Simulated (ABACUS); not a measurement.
# BaS under changes of volume

One of the cells (32.576 Å³/atom); the others are scaled copies at fixed shape and fractional positions:

```
Ba S
1.0
     0.00000    3.19375    3.19375
     3.19375    0.00000    3.19375
     3.19375    3.19375    0.00000
Ba S
1 1
Direct
  0.00000 0.00000 0.00000
  0.50000 0.50000 0.50000
```

* Program: ABACUS 3.10.1
* Functional: PBEsol
* Potentials or basis: PseudoDojo NC SR 0.4.1 PBEsol standard
* Cutoff: 776 eV
* Density cutoff: 3102 eV
* Basis: plane waves
* k mesh: 7 × 7 × 7
* Occupations: fermi-dirac, width 0.05 eV
* Spin: no spin polarisation

```csv
volume (Å³/atom),energy over the lowest point (meV/atom),pressure (GPa),gap on the mesh (eV)
30.622,?,?,?
31.273,2.11,1.0,2.01
31.925,0.00,0.0,2.05
32.576,1.73,-0.9,2.08
33.228,6.90,-1.7,2.11
33.879,15.14,-2.4,2.14
34.531,26.12,-3.0,2.17
```

**Question.** What does the run at 30.622 Å³/atom give?

**Answer.** Energy over the lowest point 8.52 meV/atom; pressure 2.1 GPa; gap on the mesh 1.97 eV.

Worked out: A Birch-Murnaghan fit of order 3 (a polynomial in V^(-2/3)) to the other rows has its minimum at 31.94 Å³/atom with B0 = V·E''(V) = 46 GPa and B' = 4.6. It gives 8.53 meV/atom at 30.622 Å³/atom, against the run's 8.52, and -dE/dV = 2.1 GPa, against 2.1. A straight line through the other rows of the gap, of slope 1.59 eV per unit of ln V, extrapolates to 1.98 eV, against the run's 1.97.

Energies are extrapolated to zero smearing.

Caveats: this release of the barium file is off; spin-orbit coupling is left out, which moves the levels of the heavy elements; an odd mesh through Γ misses points on the zone boundary, where band edges often lie.
